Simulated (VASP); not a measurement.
**A VASP 6.6.1 relaxation on TiO$_{2}$**

INCAR

```
LCHARG = .FALSE.
EDIFFG = -5E-3
IBRION = 2
ISIF = 3
LWAVE = .FALSE.
GGA = PE
PREC = Accurate
LREAL = Auto
ISMEAR = -1
NSW = 40
NBANDS = 19
EDIFF = 1E-7
NELM = 55
LASPH = .TRUE.
ENCUT = 600
SIGMA = 0.02
```

KPOINTS

```
KPOINTS created by Atomic Simulation Environment
0
Monkhorst-Pack
8 8 8
0 0 0
```

POSCAR

```
Ti O
 1.0000000000000000
     0.0000000000000000    2.6712364209000001    2.6712364209000001
     2.6712364209000001    0.0000000000000000    2.6712364209000001
     2.6712364209000001    2.6712364209000001    0.0000000000000000
 Ti  O
   1   2
Cartesian
  0.0000000000000000  0.0000000000000000  0.0000000000000000
  1.3356182104500001  1.3356182104500001  1.3356182104500001
  4.0068546313500004  4.0068546313500004  4.0068546313500004
```

The recommended PBE PAW datasets give the neutral cell 24 valence electrons.

Command

```
mpirun -np 1 vasp_std
```

OSZICAR

```
N       E                     dE             d eps       ncg     rms          rms(c)
DAV:   1     0.262036893314E+03    0.26204E+03   -0.13800E+04  2280   0.156E+03
DAV:   2    -0.939805184517E+01   -0.27143E+03   -0.25759E+03  2515   0.410E+02
DAV:   3    -0.345531629919E+02   -0.25155E+02   -0.24723E+02  2690   0.127E+02
DAV:   4    -0.354760962289E+02   -0.92293E+00   -0.91945E+00  3269   0.223E+01
DAV:   5    -0.354935545361E+02   -0.17458E-01   -0.17450E-01  2668   0.288E+00    0.184E+01
DAV:   6    -0.276183124621E+02    0.78752E+01   -0.68920E+01  2802   0.634E+01    0.228E+01
DAV:   7    -0.267927592421E+02    0.82555E+00   -0.79994E+01  2768   0.542E+01    0.894E+00
DAV:   8    -0.267499746083E+02    0.42785E-01   -0.15005E+00  2603   0.819E+00    0.898E+00
DAV:   9    -0.247125851098E+02    0.20374E+01   -0.64450E+00  2799   0.191E+01    0.361E+00
DAV:  10    -0.246593077916E+02    0.53277E-01   -0.16383E-01  2598   0.323E+00    0.333E+00
...
DAV:   2    -0.260686643500E+02    0.54792E-02   -0.18909E-02  2562   0.168E+00    0.276E-01
DAV:   3    -0.260679591776E+02    0.70517E-03   -0.98996E-03  2520   0.643E-01    0.157E-01
DAV:   4    -0.260676726088E+02    0.28657E-03   -0.21997E-03  2968   0.486E-01    0.557E-02
DAV:   5    -0.260677263801E+02   -0.53771E-04   -0.13268E-04  2611   0.972E-02    0.388E-02
DAV:   6    -0.260677937473E+02   -0.67367E-04   -0.10939E-04  2758   0.608E-02    0.333E-02
DAV:   7    -0.260678080843E+02   -0.14337E-04   -0.42057E-05  2407   0.640E-02    0.314E-03
DAV:   8    -0.260678088802E+02   -0.79589E-06   -0.33735E-06  2659   0.116E-02    0.191E-03
DAV:   9    -0.260678091935E+02   -0.31333E-06   -0.23756E-07  2412   0.433E-03    0.763E-04
DAV:  10    -0.260678091785E+02    0.15089E-07   -0.18196E-08  1644   0.114E-03
   7 F= -.26067809E+02 E0= -.26067809E+02  d E =-.742101E-03
```

From OUTCAR

```
k-points           NKPTS =     60   k-points in BZ     NKDIM =     60   number of bands    NBANDS=     19

   NELECT =      24.0000    total number of electrons

   dimension x,y,z NGX =    30 NGY =   30 NGZ =   30
   dimension x,y,z NGXF=    60 NGYF=   60 NGZF=   60

  energy-cutoff  :      600.00
  volume of cell :       28.24
      direct lattice vectors                 reciprocal lattice vectors
    -0.000000000  2.416936600  2.416936600    -0.206873445  0.206873445  0.206873445
     2.416936600 -0.000000000  2.416936600     0.206873445 -0.206873445  0.206873445
     2.416936600  2.416936600 -0.000000000     0.206873445  0.206873445 -0.206873445

 k-points in reciprocal lattice and weights: KPOINTS created by Atomic Simulation Env
   0.06250000  0.06250000  0.06250000       0.004
   0.18750000  0.06250000  0.06250000       0.012
   0.31250000  0.06250000  0.06250000       0.012
   0.43750000  0.06250000  0.06250000       0.012
  -0.43750000  0.06250000  0.06250000       0.012
  -0.31250000  0.06250000  0.06250000       0.012
  -0.18750000  0.06250000  0.06250000       0.012
  -0.06250000  0.06250000  0.06250000       0.012
   ...

 E-fermi :   7.3964

 k-point     1 :       0.0625    0.0625    0.0625
  band No.  band energies     occupation
      1     -50.7383      2.00000
      2     -26.8331      2.00000
      3     -26.8252      2.00000
      4     -26.8252      2.00000
      5     -12.4227      2.00000
      6      -8.8437      2.00000
      7       1.2552      2.00000
      8       1.2552      2.00000
      9       1.3221      2.00000
     10       6.1019      2.00000
     11       6.1019      2.00000
     12       6.1061      2.00000
     13       8.2709      0.00000
     14       8.2709      0.00000
     15      12.1552      0.00000
     16      12.2282      0.00000
     17      12.2282      0.00000
     18      14.6991      0.00000
     19      21.1009      0.00000

 k-point     2 :       0.1875    0.0625    0.0625
  band No.  band energies     occupation
      1     -50.7345      2.00000
      2     -26.8740      2.00000
      3     -26.8353      2.00000
      4     -26.8285      2.00000
      5     -12.1924      2.00000
      6      -9.1016      2.00000
      7       1.3527      2.00000
      8       1.4819      2.00000
      9       1.8663      2.00000
     10       5.3838      2.00000
     11       5.4272      2.00000
     12       6.1167      2.00000
     13       8.4255      0.00000
     14       8.7014      0.00000
     15      11.6772      0.00000
     16      11.9107      0.00000
     17      12.1423      0.00000
     18      15.3859      0.00000
     19      20.9186      0.00000

 k-point     3 :       0.3125    0.0625    0.0625
  band No.  band energies     occupation
      1     -50.7270      2.00000
      2     -26.9551      2.00000
      3     -26.8479      2.00000
      4     -26.8381      2.00000
      5     -11.7051      2.00000
      6      -9.5813      2.00000
      7       1.6469      2.00000
      8       1.9118      2.00000
      9       2.8466      2.00000
     10       4.5032      2.00000
     11       4.7415      2.00000
     12       5.5880      2.00000
     13       8.6101      0.00000
     14       8.9281      0.00000
     15      10.6926      0.00000
     16      11.7230      0.00000
     17      11.9376      0.00000
     18      16.5821      0.00000
     19      20.8216      0.00000

 ...

  Total        0.0045082      0.0045082      0.0045082     -0.0000000     -0.0000000      0.0000000
  in kB        0.2557899      0.2557899      0.2557899     -0.0000000     -0.0000000      0.0000000
  external PRESSURE =       0.2557899 kB  Pullay stress =       0.0000000 kB

 POSITION                                       TOTAL-FORCE (eV/Angst)
 -----------------------------------------------------------------------------------
      0.00000      0.00000      0.00000         0.000000     -0.000000      0.000000
      1.20847      1.20847      1.20847         0.000000      0.000000      0.000000
      3.62540      3.62540      3.62540        -0.000000     -0.000000     -0.000000
 -----------------------------------------------------------------------------------
    total drift:                                0.000000     -0.000000     -0.000000

  FREE ENERGIE OF THE ION-ELECTRON SYSTEM (eV)
  ---------------------------------------------------
  free  energy   TOTEN  =       -26.0678091785 eV

  energy  without entropy=      -26.0678091785  energy(sigma->0) =      -26.06780918
```

| ionic step | ΔE (meV/atom) | volume (Å³) | largest force (eV/Å) | pressure (GPa) | electronic steps |
| --- | --- | --- | --- | --- | --- |
| 1 | 0.0 | 38.12 | 0.000 | -38.83 | 26 |
| 2 | -243.7 | 23.53 | 0.000 | 66.99 | 14 |
| 3 | -523.9 | 28.43 | 0.000 | -1.66 | 13 |
| 4 | -524.2 | 28.25 | 0.000 | -0.12 | 10 |
| 5 | -523.9 | 28.08 | 0.000 | 1.47 | 10 |
| 6 | -523.9 | 28.40 | 0.000 | -1.44 | 10 |
| 7 | -524.2 | 28.24 | 0.000 | 0.03 | 10 |

It converged. Results: relaxed cell vector lengths 3.418, 3.418, 3.418 Å; relaxed cell volume 28.24 Å³.

The shifted mesh misses Γ, so a band edge there is missed. The volume moved far on the plane waves of the start cell, so a restart from CONTCAR is due.

For comparison, a separate PBE relaxation on usual settings, not on those above, ends at 28.24 Å³.

The run above took about 11 min on one core of a shared host (Intel Xeon Platinum 8488C) and held 0.2 GiB at most.
